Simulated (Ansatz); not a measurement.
Crystal: FePt (Tetraferroplatinum).

```xyz
2
Lattice="2.7235 0.0000 0.0000 0.0000 2.7235 0.0000 0.0000 0.0000 3.7200" Properties=species:S:1:pos:R:3 pbc="T T T"
Pt    1.3618    1.3618    1.8600
Fe    0.0000    0.0000    0.0000
```

Base run:

```yaml
Program: Ansatz 0.2.0
Functional: PBEsol
Potentials_or_basis: Ansatz PAW
Cutoff: "420 eV (not typed: the program's choice for these potentials)"
k_mesh: 10 × 10 × 7
Occupations: fermi-dirac, width 0.05 eV
Spin: non-collinear spin, ferromagnetic start, spin-orbit coupling
Starting_moments: "[[0.0, 0.0, 0.0], [1.732, 1.732, 1.732]] μB"
```

Its results: band gap on the k mesh none (metal or under the smearing width); pressure -6.6 GPa; net moment 3.25 μB per cell.

Q: The run is repeated on the same cell with these changes: spin from non-collinear spin, ferromagnetic start, spin-orbit coupling to collinear spin, ferromagnetic start; potential files from those of the base run to others of the same set; moments at the start from [0.0, 0.0, 0.0, 1.73, 1.73, 1.73] to [0.0, 3.0]. What comes out?

A: Band gap on the k mesh none (metal or under the smearing width); pressure -6.0 GPa; net moment 3.28 μB per cell; site moments Pt +0.39; Fe +2.94 μB.

Caveats: the PAW data sets come from PBE, with cores solved anew for the run's functional, which leaves a small shift of forces and pressure; the thresholds are loose for stress (some runs); spin-orbit coupling is left out, which moves the levels of the heavy elements (some runs).
